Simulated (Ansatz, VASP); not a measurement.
# One calculation of BP, two programs

```
B P
1.0
     0.00000    2.23698    2.23698
     2.23698    0.00000    2.23698
     2.23698    2.23698    0.00000
B P
1 1
Direct
  0.00000 0.00000 0.00000
  0.75000 0.75000 0.75000
```

Alike in both runs: functional LDA; k mesh 8 × 8 × 8; no spin polarisation.

Ansatz relaxed the structure, and its values are those at the end. VASP's run is a single point on that final structure, the one shown.

|  | VASP | Ansatz |
| --- | --- | --- |
| version | VASP 6.6.1 | Ansatz 0.2.0 |
| potentials or method | VASP PAW LDA potentials, release 64 (B, P) | PAW with Ansatz's default frozen-core files, scalar-relativistic |
| plane-wave cutoff (eV) | 520 | 420 |
| occupations | gaussian, width 0.01 eV | fixed |
| valence electrons in the cell | 8 | 8 |

VASP gave:

```
gap on the k mesh at the Fermi level (eV) : 1.17
pressure (GPa)                            : 1.9
```

Question: What did Ansatz give for the same quantities?

Answer: gap on the k mesh at the Fermi level (eV): 1.17; pressure (GPa): 2.0.

A k mesh can miss the band edges.
